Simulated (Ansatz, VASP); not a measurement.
**ZnCu in VASP and in Ansatz**

The input INCAR:

```
ALGO     = Fast           # electronic algorithm
EDIFF    = 1E-6           # SCF threshold, eV
ENCUT    = 520            # plane-wave cutoff, eV
GGA      = PE             # functional
ISIF     = 2              # what is computed and relaxed
ISMEAR   = -1             # smearing method
LASPH    = True           # aspherical terms in the spheres
LCHARG   = False          # write CHGCAR
LREAL    = False          # projectors in reciprocal space
LWAVE    = False          # write WAVECAR
NBANDS   = 18             # bands
NELM     = 60             # most SCF steps
PREC     = Accurate       # precision mode
SIGMA    = 0.05           # smearing width, eV
```

The input KPOINTS:

```
k-points
0
Gamma
  9 9 9
```

File POSCAR:

```
ZnCu
1.0
    2.9450000000      0.0000000000      0.0000000000
    0.0000000000      2.9450000000      0.0000000000
    0.0000000000      0.0000000000      2.9450000000
Zn Cu
1 1
Direct
    0.5000000000      0.5000000000      0.5000000000
    0.0000000000      0.0000000000      0.0000000000
```

Contents of input.yaml:

```yaml
crystal:
  lattice:
    - [2.945, 0.0, 0.0]
    - [0.0, 2.945, 0.0]
    - [0.0, 0.0, 2.945]
  atoms:
    - { symbol: Zn, position: [0.5, 0.5, 0.5] }
    - { symbol: Cu, position: [0.0, 0.0, 0.0] }
kpoints:
  mp_grid: { grid: [9, 9, 9] }
  band_path:
    path:
      - [0.0, 0.0, 0.0]
      - [0.0, 0.5, 0.0]
      - [0.5, 0.5, 0.0]
      - [0.0, 0.0, 0.0]
      - [0.5, 0.5, 0.5]
      - [0.0, 0.5, 0.0]
    npoints: 6
scf:
  occupations: { method: fermi_dirac, width: 0.05 }
hamiltonian:
  xc: pbe
  pseudopotentials: { kind: all_electron, lapw: { basis_error: 0.001 } }
output:
  forces: true
  stress: true
  eigenvalues: true
```

Alike in both runs: functional PBE; k mesh 9 × 9 × 9; occupations fermi-dirac, width 0.05 eV; no spin polarisation.

```csv
,VASP,Ansatz
version,VASP 6.6.1,Ansatz 0.2.0
potentials or method,"VASP PAW PBE potentials, release 64 (Zn, Cu)","all-electron LAPW, scalar-relativistic"
plane-wave cutoff (eV),520,see its input
task,single point,band structure
```

|  | VASP | Ansatz | Ansatz less VASP |
| --- | --- | --- | --- |
| gap on the k mesh at the Fermi level (eV) | none | none | - |
| pressure (GPa) | 3.4 | 2.5 | -0.83 |

A gap of «none» marks a metal or a gap that the smearing closes. Ansatz ran all-electron here, so the differences hold the error of VASP's frozen core and of both bases.
